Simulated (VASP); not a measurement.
# Sb2Pt (Pa-3) in VASP: further runs

Aim: see how the results for Sb2Pt move with the level of theory and the settings. Levels: PBE, r2SCAN. Tasks: single point.

All numbers are computed with VASP 6.6.1; they aren't measurements. Logs are shortened: lines on timing, memory, paths and dates and some standing lists are left out, and cuts for length are marked.

**The experiment to reproduce.**

A printed reference work, data compilation reports, for a bulk crystal of Sb2Pt: band gap 0.11 eV.

The runs below are set against these values where they give the same quantity.

## (1) The cell of the first run

It takes space group Pa-3 (No. 205, cubic). The conventional cell has a = 6.555 Å, b = 6.555 Å, c = 6.555 Å, α = 90.00°, β = 90.00°, γ = 90.00°. Within 3.7 Å of Sb (site symmetry 3) lie 3 Pt at 2.72 Å and 7 Sb at 2.85 to 3.66 Å. Pt (site symmetry -3) has 6 Sb at 2.72 Å within 3.6 Å.

## (2) Single point, PBE

File INCAR:

```
PREC = Accurate
ENCUT = 520
EDIFF = 1E-7
ISMEAR = -1
SIGMA = 0.1
LREAL = F
LASPH = T
NELM = 80
ALGO = Normal
ISIF = 2
LWAVE = F
LCHARG = F
GGA = PE
NBANDS = 52
```

File KPOINTS:

```
regular mesh
0
Gamma
  5 5 5
```

File POSCAR:

```
Sb2Pt
1.0
    6.5545648552      0.0000000000      0.0000000000
    0.0000000000      6.5545648552      0.0000000000
    0.0000000000      0.0000000000      6.5545648552
Sb Pt
8 4
Direct
    0.3747001533      0.3747001533      0.3747001533
    0.1252998467      0.6252998467      0.8747001533
    0.8747001533      0.1252998467      0.6252998467
    0.6252998467      0.8747001533      0.1252998467
    0.6252998467      0.6252998467      0.6252998467
    0.8747001533      0.3747001533      0.1252998467
    0.1252998467      0.8747001533      0.3747001533
    0.3747001533      0.1252998467      0.8747001533
    0.0000000000      0.0000000000      0.0000000000
    0.5000000000      0.0000000000      0.5000000000
    0.5000000000      0.5000000000      0.0000000000
    0.0000000000      0.5000000000      0.5000000000
```

Potentials or basis: VASP PAW PBE potentials, release 64 (Sb, Pt).

The run is started by

```sh
> cat potpaw_PBE.64/Sb/POTCAR potpaw_PBE.64/Pt/POTCAR > POTCAR
> mpirun -np 1 vasp_std > vasp.out
```

OUTCAR:

```text
PREC = Accurate
   ENCUT = 520
   EDIFF = 1E-7
   ISMEAR = -1
   LREAL = F
   LASPH = T
   NELM = 80
   ISIF = 2
   GGA = PE

 ion  position               nearest neighbor table
   1  0.375  0.375  0.375-  10 2.72  11 2.72  12 2.72   5 2.85   6 3.66   7 3.66   8 3.66   8 3.66
                             7 3.66   6 3.66
   2  0.125  0.625  0.875-   9 2.72  11 2.72  12 2.72   6 2.85   5 3.66   7 3.66   8 3.66   7 3.66
                             8 3.66   5 3.66
   3  0.875  0.125  0.625-   9 2.72  10 2.72  12 2.72   7 2.85   6 3.66   5 3.66   8 3.66   6 3.66
                             5 3.66   8 3.66
   4  0.625  0.875  0.125-   9 2.72  10 2.72  11 2.72   8 2.85   6 3.66   7 3.66   5 3.66   5 3.66
                             6 3.66   7 3.66
   5  0.625  0.625  0.625-  10 2.72  11 2.72  12 2.72   1 2.85   2 3.66   3 3.66   4 3.66   4 3.66
                             3 3.66   2 3.66
   6  0.875  0.375  0.125-   9 2.72  11 2.72  12 2.72   2 2.85   1 3.66   3 3.66   4 3.66   3 3.66
                             4 3.66   1 3.66
   7  0.125  0.875  0.375-   9 2.72  10 2.72  12 2.72   3 2.85   2 3.66   1 3.66   4 3.66   2 3.66
                             1 3.66   4 3.66
   8  0.375  0.125  0.875-   9 2.72  10 2.72  11 2.72   4 2.85   2 3.66   3 3.66   1 3.66   1 3.66
                             2 3.66   3 3.66
   9  0.000  0.000  0.000-   2 2.72   3 2.72   4 2.72   6 2.72   7 2.72   8 2.72
  10  0.500  0.000  0.500-   1 2.72   3 2.72   4 2.72   5 2.72   7 2.72   8 2.72
  11  0.500  0.500  0.000-   1 2.72   2 2.72   4 2.72   5 2.72   6 2.72   8 2.72
  12  0.000  0.500  0.500-   1 2.72   2 2.72   3 2.72   5 2.72   6 2.72   7 2.72

  LATTYP: Found a simple cubic cell.
 ALAT       =     6.5545648552

  Lattice vectors:

 A1 = (   6.5545648552,   0.0000000000,   0.0000000000)
 A2 = (   0.0000000000,   6.5545648552,   0.0000000000)
 A3 = (   0.0000000000,   0.0000000000,   6.5545648552)

Analysis of symmetry for initial positions (statically):
=====================================================================
 Subroutine PRICEL returns:
 Original cell was already a primitive cell.

 Routine SETGRP: Setting up the symmetry group for a
 simple cubic supercell.

 Subroutine GETGRP returns: Found 24 space group operations
 (whereof  6 operations were pure point group operations)
 out of a pool of 48 trial point group operations.

The static configuration has the point symmetry S_6 .
 The point group associated with its full space group is T_h .

Analysis of symmetry for dynamics (positions and initial velocities):
=====================================================================
 Subroutine PRICEL returns:
 Original cell was already a primitive cell.

 Routine SETGRP: Setting up the symmetry group for a
 simple cubic supercell.

 Subroutine GETGRP returns: Found 24 space group operations
 (whereof  6 operations were pure point group operations)
 out of a pool of 48 trial point group operations.

The dynamic configuration has the point symmetry S_6 .
 The point group associated with its full space group is T_h .

 Subroutine INISYM returns: Found 24 space group operations
 (whereof  6 operations are pure point group operations),
 and found     1 'primitive' translations

----------------------------------------------------------------------------------------

                                     Primitive cell

  volume of cell :     281.5993

  direct lattice vectors                    reciprocal lattice vectors
     6.554564855  0.000000000  0.000000000     0.152565429  0.000000000  0.000000000
     0.000000000  6.554564855  0.000000000     0.000000000  0.152565429  0.000000000
     0.000000000  0.000000000  6.554564855     0.000000000  0.000000000  0.152565429

  length of vectors
     6.554564855  6.554564855  6.554564855     0.152565429  0.152565429  0.152565429

  position of ions in fractional coordinates (direct lattice)
     0.374700153  0.374700153  0.374700153
     0.125299847  0.625299847  0.874700153
     0.874700153  0.125299847  0.625299847
     0.625299847  0.874700153  0.125299847
     0.625299847  0.625299847  0.625299847
     0.874700153  0.374700153  0.125299847
     0.125299847  0.874700153  0.374700153
[... 29 lines left out ...]
 Generating k-lattice:

  Cartesian coordinates                     Fractional coordinates (reciprocal lattice)
     0.030513086  0.000000000  0.000000000     0.200000000  0.000000000  0.000000000
     0.000000000  0.030513086  0.000000000     0.000000000  0.200000000  0.000000000
     0.000000000  0.000000000  0.030513086     0.000000000  0.000000000  0.200000000

  Length of vectors
     0.030513086  0.030513086  0.030513086

  Shift w.r.t. Gamma in fractional coordinates (k-lattice)
     0.000000000  0.000000000  0.000000000

 Subroutine IBZKPT returns following result:
 ===========================================

 Found     11 irreducible k-points:

 Following reciprocal coordinates:
            Coordinates               Weight
  0.000000  0.000000  0.000000      1.000000
  0.200000  0.000000  0.000000      6.000000
  0.400000  0.000000  0.000000      6.000000
  0.200000  0.200000  0.000000     12.000000
  0.400000  0.200000  0.000000     12.000000
 -0.200000  0.400000  0.000000     12.000000
  0.400000  0.400000  0.000000     12.000000
  0.200000  0.200000  0.200000      8.000000
  0.400000  0.200000  0.200000     24.000000
  0.400000  0.400000  0.200000     24.000000
  0.400000  0.400000  0.400000      8.000000
   k-points           NKPTS =     11   k-points in BZ     NKDIM =     11   number of bands    NBANDS=     52
   number of dos      NEDOS =    301   number of ions     NIONS =     12
   total plane-waves  NPLWV = 125000
   dimension x,y,z NGX =    50 NGY =   50 NGZ =   50
   dimension x,y,z NGXF=   100 NGYF=  100 NGZF=  100
   ions per type =               8   4
   NGX,Y,Z   is equivalent  to a cutoff of  12.68, 12.68, 12.68 a.u.
   NGXF,Y,Z  is equivalent  to a cutoff of  25.36, 25.36, 25.36 a.u.
 SYSTEM =  unknown system
   PREC   = accura    normal or accurate (medium, high low for compatibility)
   ISTART =      0    job   : 0-new  1-cont  2-samecut
   ICHARG =      2    charge: 1-file 2-atom 10-const
   ISPIN  =      1    spin polarized calculation?
   LNONCOLLINEAR =      F non collinear calculations
   LSORBIT =      F    spin-orbit coupling
   LASPH  =      T    aspherical Exc in radial PAW
   ENCUT  =  520.0 eV  38.22 Ry    6.18 a.u.  12.19 12.19 12.19*2*pi/ulx,y,z
   NELM   =     80;   NELMIN=  2; NELMDL= -5     # of ELM steps
   EDIFF  = 0.1E-06   stopping-criterion for ELM
   LREAL  =      F    real-space projection
   EDIFFG = 0.1E-05   stopping-criterion for IOM
   NSW    =      0    number of steps for IOM
   IBRION =     -1    ionic relax: 0-MD 1-quasi-New 2-CG
   NFREE  =      0    steps in history (QN), initial steepest desc. (CG)
   ISIF   =      2    stress and relaxation
   ISYM   =      2    0-nonsym 1-usesym 2-fastsym
   POTIM  = 0.5000    time-step for ionic-motion
   TEBEG  =    0.0;   TEEND  =   0.0 temperature during run
   PSTRESS=    0.0 pullay stress
   NELECT =      80.0000    total number of electrons
   NUPDOWN=      -1.0000    fix difference up-down
   EMIN   =  10.00;   EMAX   =-10.00  energy-range for DOS
   EFERMI =   0.00;   METHOD = LEGACY
   ISMEAR =    -1;   SIGMA  =   0.10  broadening in eV -4-tet -1-fermi 0-gaus
   EFERMI_NEDOS =   21; number of points for ismear=-14 and -15
   IALGO  =     38    algorithm
   IMIX   =      4    mixing-type and parameters
     AMIX     =   0.40;   BMIX     =  1.00
     AMIX_MAG =   1.60;   BMIX_MAG =  1.00
  volume/ion in A,a.u.               =      23.47       158.36
  Fermi-wavevector in a.u.,A,eV,Ry     =   1.076203  2.033729 15.758450  1.158213
  Thomas-Fermi vector in A             =   2.212081
   LORBIT       =      0    0 simple, 1 ext, 2 COOP (PROOUT), +10 PAW based schemes
   GGA     = PE    functional components
   LHFCALC =     F    Hartree Fock is set to
   AEXX    =    0.0000 exact exchange contribution
   IVDW    =     0    specifies the selected vdW correction
   LEPSILON=     F    determine dielectric tensor
   LRPA    =     F    only Hartree local field effects (RPA)
 non-spin polarized calculation
  energy-cutoff  :      520.00
  volume of cell :      281.60
 maximum number of plane-waves:      7596
 NGX is ok and might be reduce to    50
   NGX = 25   NGY = 25   NGZ = 25

 number of electron      80.0000001 magnetization

 Free energy of the ion-electron system (eV)
  ---------------------------------------------------
  ext. energy  EPLUGINS =         0.00000000
  ---------------------------------------------------
  free energy    TOTEN  =       -63.24381688 eV

  energy without entropy =      -63.17163513  energy(sigma->0) =      -63.20772600

 E-fermi :   8.5977     XC(G=0): -10.7224

 val. band max:        8.5450074328   @ k =   0.0000   0.0000   0.0000
 cond. band min:       8.6182177443   @ k =   0.4000   0.4000   0.4000
 fundamental gap:      0.0732103115
 Fermi energy:         8.5976660787

 k-point     1 :       0.0000    0.0000    0.0000
  band No.  band energies     occupation
      1      -3.7622      2.00000
      2      -1.6224      2.00000
      3      -1.6224      2.00000
      4      -1.6224      2.00000
      5      -0.2259      2.00000
      6      -0.2259      2.00000
[... 594 lines left out ...]
     51      11.5553      0.00000
     52      11.5782      0.00000

------------------------ aborting loop because EDIFF is reached ----------------------------------------

  FORCE on cell =-STRESS in cart. coord.  units (eV):
  Direction    XX          YY          ZZ          XY          YZ          ZX
  --------------------------------------------------------------------------------------
  -------------------------------------------------------------------------------------
  Total       -0.5623132     -0.5623132     -0.5623132      0.0000000      0.0000000     -0.0000000
  in kB       -3.1993169     -3.1993169     -3.1993169      0.0000000      0.0000000     -0.0000000
  external PRESSURE =      -3.1993169 kB  Pullay stress =       0.0000000 kB

 VOLUME and BASIS-vectors are now :
 -----------------------------------------------------------------------------
  energy-cutoff  :      520.00
  volume of cell :      281.60
      direct lattice vectors                 reciprocal lattice vectors
     6.554564855  0.000000000  0.000000000     0.152565429  0.000000000  0.000000000
     0.000000000  6.554564855  0.000000000     0.000000000  0.152565429  0.000000000
     0.000000000  0.000000000  6.554564855     0.000000000  0.000000000  0.152565429

 POSITION                                       TOTAL-FORCE (eV/Angst)
 -----------------------------------------------------------------------------------
      2.45600      2.45600      2.45600        -0.012520     -0.012520     -0.012520
      0.82129      4.09857      5.73328         0.012520      0.012520     -0.012520
      5.73328      0.82129      4.09857        -0.012520      0.012520      0.012520
      4.09857      5.73328      0.82129         0.012520     -0.012520      0.012520
      4.09857      4.09857      4.09857         0.012520      0.012520      0.012520
      5.73328      2.45600      0.82129        -0.012520     -0.012520      0.012520
      0.82129      5.73328      2.45600         0.012520     -0.012520     -0.012520
      2.45600      0.82129      5.73328        -0.012520      0.012520     -0.012520
      0.00000      0.00000      0.00000         0.000000      0.000000      0.000000
      3.27728      0.00000      3.27728         0.000000      0.000000      0.000000
      3.27728      3.27728      0.00000         0.000000      0.000000      0.000000
      0.00000      3.27728      3.27728         0.000000      0.000000      0.000000
 -----------------------------------------------------------------------------------
    total drift:                               -0.000000      0.000000      0.000000

  FREE ENERGIE OF THE ION-ELECTRON SYSTEM (eV)
  ---------------------------------------------------
  free  energy   TOTEN  =       -63.2438168782 eV

  energy  without entropy=      -63.1716351310  energy(sigma->0) =      -63.20772600
```

It took 3.7 min on 1 thread of Oxide Virtual Turin-like, shared host; peak memory 0.37 GiB.

Results:

* Free energy: -63.2438 eV
* Pressure: -0.3 GPa
* Largest force: 0.022 eV/Å
* Band gap on the k mesh: zero (bands 40 and 41 overlap by 0.14 eV)

Forces on the atoms (eV/Å):
```
Sb  -0.013 -0.013 -0.013
Sb   0.013  0.013 -0.013
Sb  -0.013  0.013  0.013
Sb   0.013 -0.013  0.013
Sb   0.013  0.013  0.013
Sb  -0.013 -0.013  0.013
Sb   0.013 -0.013 -0.013
Sb  -0.013  0.013 -0.013
Pt   0.000  0.000  0.000
Pt   0.000  0.000  0.000
Pt   0.000  0.000  0.000
Pt   0.000  0.000  0.000
```

Levels at points of the mesh, in eV from the Fermi level:
| k point | band 38 | band 39 | band 40 | band 41 | band 42 | band 43 |
| --- | --- | --- | --- | --- | --- | --- |
| (0.00, 0.00, 0.00) | -0.47 | -0.47 | -0.47 | -0.05 | -0.05 | -0.05 |

Caveat: spin-orbit coupling is left out, which moves the levels of the heavy elements.

## (3) Single point, r2SCAN

This run uses another cell than the first one, of 22.94 Å³/atom.

File POSCAR:

```
Sb2Pt
1.0
    6.5052385136      0.0000000000      0.0000000000
    0.0000000000      6.5052385136      0.0000000000
    0.0000000000      0.0000000000      6.5052385136
Sb Pt
8 4
Direct
    0.3752996286      0.3752996286      0.3752996286
    0.1247003714      0.6247003714      0.8752996286
    0.8752996286      0.1247003714      0.6247003714
    0.6247003714      0.8752996286      0.1247003714
    0.6247003714      0.6247003714      0.6247003714
    0.8752996286      0.3752996286      0.1247003714
    0.1247003714      0.8752996286      0.3752996286
    0.3752996286      0.1247003714      0.8752996286
    0.0000000000      0.0000000000      0.0000000000
    0.5000000000      0.0000000000      0.5000000000
    0.5000000000      0.5000000000      0.0000000000
    0.0000000000      0.5000000000      0.5000000000
```

File INCAR.step1:

```
  ALGO = Normal
  EDIFF = 1E-4
  ENCUT = 520
  GGA = PE
  ISMEAR = -1
  LASPH = T
  LCHARG = F
  LREAL = F
  LWAVE = T
  NBANDS = 52
  NELM = 60
  PREC = Accurate
  SIGMA = 0.1
```

File INCAR.step2:

```
  ALGO = Normal
  EDIFF = 1E-6
  ENCUT = 520
  ISIF = 2
  ISMEAR = -1
  ISTART = 1
  LASPH = T
  LCHARG = T
  LELF = T
  LMIXTAU = T
  LREAL = F
  LVHAR = T
  LWAVE = F
  METAGGA = R2SCAN
  NBANDS = 52
  NELM = 60
  PREC = Accurate
  SIGMA = 0.1
```

File KPOINTS:

```
k-points
0
Gamma
  5 5 5
```

Potentials or basis: VASP PAW PBE potentials, release 64 (Sb, Pt).

The run is started by

```sh
> cat potpaw_PBE.64/Sb/POTCAR potpaw_PBE.64/Pt/POTCAR > POTCAR
> cp INCAR.step1 INCAR
> mpirun -np 1 vasp_std > vasp.out
> cp INCAR.step2 INCAR
> mpirun -np 1 vasp_std > vasp.out
```

OUTCAR:

```text
EDIFF = 1E-6
   ENCUT = 520
   ISIF = 2
   ISMEAR = -1
   ISTART = 1
   LASPH = T
   LREAL = F
   METAGGA = R2SCAN
   NELM = 60
   PREC = Accurate

 ion  position               nearest neighbor table
   1  0.375  0.375  0.375-  10 2.70  11 2.70  12 2.70   5 2.81   6 3.64   7 3.64   8 3.64   8 3.64
                             7 3.64   6 3.64
   2  0.125  0.625  0.875-   9 2.70  11 2.70  12 2.70   6 2.81   5 3.64   7 3.64   8 3.64   7 3.64
                             8 3.64   5 3.64
   3  0.875  0.125  0.625-   9 2.70  10 2.70  12 2.70   7 2.81   6 3.64   5 3.64   8 3.64   6 3.64
                             5 3.64   8 3.64
   4  0.625  0.875  0.125-   9 2.70  10 2.70  11 2.70   8 2.81   6 3.64   7 3.64   5 3.64   5 3.64
                             6 3.64   7 3.64
   5  0.625  0.625  0.625-  10 2.70  11 2.70  12 2.70   1 2.81   2 3.64   3 3.64   4 3.64   4 3.64
                             3 3.64   2 3.64
   6  0.875  0.375  0.125-   9 2.70  11 2.70  12 2.70   2 2.81   1 3.64   3 3.64   4 3.64   3 3.64
                             4 3.64   1 3.64
   7  0.125  0.875  0.375-   9 2.70  10 2.70  12 2.70   3 2.81   2 3.64   1 3.64   4 3.64   2 3.64
[... 810 lines left out ...]
------------------------ aborting loop because EDIFF is reached ----------------------------------------

  FORCE on cell =-STRESS in cart. coord.  units (eV):
  Direction    XX          YY          ZZ          XY          YZ          ZX
  --------------------------------------------------------------------------------------
  -------------------------------------------------------------------------------------
  Total       -0.2805700     -0.2805700     -0.2805700     -0.0000000      0.0000000      0.0000000
  in kB       -1.6329095     -1.6329095     -1.6329095     -0.0000000      0.0000000      0.0000000
  external PRESSURE =      -1.6329095 kB  Pullay stress =       0.0000000 kB

 VOLUME and BASIS-vectors are now :
 -----------------------------------------------------------------------------
  energy-cutoff  :      520.00
  volume of cell :      275.29
      direct lattice vectors                 reciprocal lattice vectors
     6.505238514  0.000000000  0.000000000     0.153722265  0.000000000  0.000000000
     0.000000000  6.505238514  0.000000000     0.000000000  0.153722265  0.000000000
     0.000000000  0.000000000  6.505238514     0.000000000  0.000000000  0.153722265

 POSITION                                       TOTAL-FORCE (eV/Angst)
 -----------------------------------------------------------------------------------
      2.44141      2.44141      2.44141        -0.011692     -0.011692     -0.011692
      0.81121      4.06382      5.69403         0.011692      0.011692     -0.011692
      5.69403      0.81121      4.06382        -0.011692      0.011692      0.011692
      4.06382      5.69403      0.81121         0.011692     -0.011692      0.011692
      4.06382      4.06382      4.06382         0.011692      0.011692      0.011692
      5.69403      2.44141      0.81121        -0.011692     -0.011692      0.011692
      0.81121      5.69403      2.44141         0.011692     -0.011692     -0.011692
      2.44141      0.81121      5.69403        -0.011692      0.011692     -0.011692
      0.00000      0.00000      0.00000         0.000000      0.000000      0.000000
      3.25262      0.00000      3.25262         0.000000      0.000000      0.000000
      3.25262      3.25262      0.00000         0.000000      0.000000      0.000000
      0.00000      3.25262      3.25262         0.000000      0.000000      0.000000
 -----------------------------------------------------------------------------------
    total drift:                                0.000000      0.000000     -0.000000

  FREE ENERGIE OF THE ION-ELECTRON SYSTEM (eV)
  ---------------------------------------------------
  free  energy   TOTEN  =      -418.1036700814 eV

  energy  without entropy=     -418.0579055162  energy(sigma->0) =     -418.08078780
```

Wall time 10 min (1 thread of Oxide Virtual Turin-like, shared host); peak memory 0.4 GiB.

What came out:

```yaml
Free_energy: -418.1037 eV
Pressure: -0.2 GPa
Largest_force: 0.020 eV/Å
Band_gap_on_the_k_mesh: 0.03 eV (least direct gap 0.20 eV)
```

Forces in eV/Å, atoms in the order of the input:
```
Sb  -0.012 -0.012 -0.012
Sb   0.012  0.012 -0.012
Sb  -0.012  0.012  0.012
Sb   0.012 -0.012  0.012
Sb   0.012  0.012  0.012
Sb  -0.012 -0.012  0.012
Sb   0.012 -0.012 -0.012
Sb  -0.012  0.012 -0.012
Pt   0.000  0.000  0.000
Pt   0.000  0.000  0.000
Pt   0.000  0.000  0.000
Pt   0.000  0.000  0.000
```

Caveat: the PAW data sets were made with another functional, which shifts forces and pressure a little; spin-orbit coupling is left out, which moves the levels of the heavy elements; an odd mesh through Γ misses points on the zone boundary, where band edges can lie.

## (4) Comparison with measurements

Step 2. A measured gap of Sb2Pt is 0.11 eV (a printed reference work, data compilation); the calculated 0.00 eV misses it by -0.11 eV. Spin-orbit coupling on Pt, Sb is left out. The value is that of PBE on a finite k mesh, which can miss the band edges, without temperature or zero-point motion. Semilocal functionals fall short of measured gaps as a rule.

The gap in the log of VASP goes by the Fermi energy; the results here count the filled bands.